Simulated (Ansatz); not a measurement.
## A series in volume per atom on S

Results calculated with Ansatz 0.2.0, not measured. Periodic Kohn-Sham DFT of a crystal at fixed atoms; pressure and stress are positive in compression; the energy is the free energy less that of spherical unpolarised free atoms; site moments are those in the method's own spheres, positive along +z.

Cell of the first row (space group Fm-3m, No. 225):
```
CELL_PARAMETERS angstrom
0.00000 1.96020 1.96020
1.96020 0.00000 1.96020
1.96020 1.96020 0.00000
ATOMIC_POSITIONS crystal
S 0.00000 0.00000 0.00000
```

Settings of every row: method all-electron LAPW; functional PBE; relativity scalar; k mesh 16x16x16; filling fermi-dirac; smearing width 0.03 eV; basis error target 1 meV/atom; nucleus gaussian.

Atom start moment: 0 on all atoms.

Limits: the cell comes from a prototype or a list of computed structures and needn't be the stable phase.

```
row  volume per atom (Å³)  pressure (GPa)  energy less free atoms (eV/atom)
  1                15.063           4.749                           -2.8059
  2                15.459               ?                                 ?
  3                15.855            0.07                           -2.8173
  4                16.252          -1.845                           -2.8151
  5                16.648          -3.517                           -2.8084
```

Question: what pressure and energy less free atoms should row 2 give?

Worked fit of pressure. Take u = (V_r/V)^(2/3) − 1 with V_r = 16.053 Å³ an atom, which is twice the finite (Eulerian) strain; such expansions in the strain, on which the Birch-Murnaghan equation of state is built, carry the rest volume and the bulk modulus. The shown rows have u = 0.04335, 0.00831, -0.00818, -0.02397. Least squares give pressure = −0.918 + 116.34 × u + 331.69 × u² GPa; a straight line predicts inner rows, each left out in turn, worse (root mean square 0.23 against 0.0049 GPa). The rows lie off it by 0.000, -0.002, 0.002, -0.001. The pressure vanishes at u = 0.0077, or V = 15.87 Å³ an atom, and there the bulk modulus at fixed shape and fractions is B = −V dP/dV = (2/3)(1 + u) dP/du = 81.6 GPa. The withheld row has u = 0.02545, so the fit gives −0.918 + 116.34 × (0.02545) + 331.69 × (0.02545)² = 2.258 GPa.

The calculation gave 2.257 GPa. The fit lies 0.001 GPa (0.012 % of the column's range) above it, one unit of the last digit.

Worked fit of energy less free atoms. Take u = (V_r/V)^(2/3) − 1 with V_r = 16.053 Å³ an atom, which is twice the finite (Eulerian) strain; such expansions in the strain, on which the Birch-Murnaghan equation of state is built, carry the rest volume and the bulk modulus. The shown rows have u = 0.04335, 0.00831, -0.00818, -0.02397. Least squares give energy less free atoms = −2.8168 − 0.1359 × u + 8.935 × u² eV/atom; a straight line predicts inner rows, each left out in turn, worse (root mean square 0.0062 against 2.6e-05 eV/atom). All shown rows lie on it to the printed digit. Its lowest point lies at u = 0.0076, or V = 15.87 Å³ an atom, and the curvature there gives the bulk modulus at fixed shape and fractions, B = (4/9)(1 + u)² E″(u)/V = 81.4 GPa. The withheld row has u = 0.02545, so the fit gives −2.8168 − 0.1359 × (0.02545) + 8.935 × (0.02545)² = -2.8145 eV/atom.

The calculation gave -2.8145 eV/atom. The fit meets it to the printed digit.
